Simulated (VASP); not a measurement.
Set up this calculation in VASP 6.6.1, as the native input.

```
Task                   : single point
Functional             : PBEsol
Potentials or basis    : VASP PAW PBE potentials, release 64 (Ca_sv, F)
Cutoff                 : 520 eV
k mesh                 : 12 × 12 × 12
Occupations            : gaussian, width 0.02 eV
Spin                   : no spin polarisation
Further INCAR settings : ALGO = Normal; EDIFF = 1e-06
```

The structure of CaF2 lies in POSCAR:

```
CaF2
1.0
    0.0000000000      2.7120400000      2.7120400000
    2.7120400000      0.0000000000      2.7120400000
    2.7120400000      2.7120400000      0.0000000000
Ca F
1 2
Direct
    0.0000000000      1.0000000000      0.0000000000
    0.2500000000      0.2500000000      0.2500000000
    0.7500000000      0.7500000000      0.7500000000
```

The input as run:

INCAR

```
PREC     = Accurate       # precision mode
ENCUT    = 520            # plane-wave cutoff, eV
EDIFF    = 1E-6           # SCF threshold, eV
ISMEAR   = 0              # smearing method
SIGMA    = 0.02           # smearing width, eV
LREAL    = F              # projectors in reciprocal space
LASPH    = T              # aspherical terms in the spheres
NELM     = 60             # most SCF steps
ALGO     = Normal         # electronic algorithm
ISIF     = 2              # what is computed and relaxed
LWAVE    = F              # write WAVECAR
LCHARG   = F              # write CHGCAR
GGA      = PS             # functional
```

KPOINTS

```
regular mesh
0
Gamma
  12 12 12
```

Potentials or basis: VASP PAW PBE potentials, release 64 (Ca_sv, F).

Command:

```bash
$ cat potpaw_PBE.64/Ca_sv/POTCAR potpaw_PBE.64/F/POTCAR > POTCAR
$ mpirun -np 1 vasp_std > vasp.out
```

Results of the run:

```json
{"Pressure": "0.1 GPa", "Band gap on the k mesh": "7.21 eV, indirect (least direct gap 7.47 eV)"}
```

Caveat: the PAW data sets were made with another functional, which shifts forces and pressure a little.

Run time: 53 s on 1 thread of AMD EPYC 7R13 Processor (Zen 3), on a shared host, peak memory 0.17 GiB.
